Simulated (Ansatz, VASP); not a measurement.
**One calculation of Al, two programs**

File INCAR:

```
SYSTEM = Al
PREC = Accurate
ENCUT = 520
EDIFF = 1E-6
ISMEAR = -1
SIGMA = 0.08
LREAL = .FALSE.
LASPH = .TRUE.
NELM = 60
ALGO = Normal
ISIF = 2
LWAVE = .FALSE.
LCHARG = .FALSE.
GGA = RP
NBANDS = 10
```

KPOINTS

```
regular mesh
0
G
  12 12 12
  0 0 0
```

Contents of POSCAR:

```
Al
1.0
    0.0000000000      2.9258038909      2.9258038909
    2.9258038909      0.0000000000      2.9258038909
    2.9258038909      2.9258038909      0.0000000000
Al
2
Direct
   -0.1250000000     -0.1250000000     -0.1250000000
    0.1250000000      0.1250000000      0.1250000000
```

Input for Ansatz:

```yaml
crystal:
  lattice:
    - [0.0, 2.9258038909, 2.9258038909]
    - [2.9258038909, 0.0, 2.9258038909]
    - [2.9258038909, 2.9258038909, 0.0]
  atoms:
    - { symbol: Al, position: [-0.125, -0.125, -0.125] }
    - { symbol: Al, position: [0.125, 0.125, 0.125] }
kpoints:
  mp_grid: { grid: [12, 12, 12] }
scf:
  occupations: { method: fermi_dirac, width: 0.08 }
  n_extra_bands: 32
hamiltonian:
  xc: rpbe
  pseudopotentials: { kind: paw }
output:
  forces: true
  stress: true
  eigenvalues: true
basis:
  ecutwfc: 800
```

This isn't the form of Al at room conditions, which is fcc.

Alike in both runs: task single point; functional RPBE; k mesh 12 × 12 × 12; occupations fermi-dirac, width 0.08 eV; no spin polarisation.

```csv
,VASP,Ansatz
version,VASP 6.6.1,Ansatz 0.2.0
potentials or method,"VASP PAW PBE potentials, release 64 (Al)","PAW with Ansatz's default frozen-core files, scalar-relativistic"
plane-wave cutoff (eV),520,800
valence electrons in the cell,6,6
```

|  | VASP | Ansatz | Ansatz less VASP |
| --- | --- | --- | --- |
| gap on the k mesh at the Fermi level (eV) | none | none | - |
| pressure (GPa) | 5.6 | 5.7 | +0.09 |

A gap of «none» marks a metal or a gap that the smearing closes.

Caveats: the PAW data sets were made with another functional, which shifts forces and pressure a little (VASP).
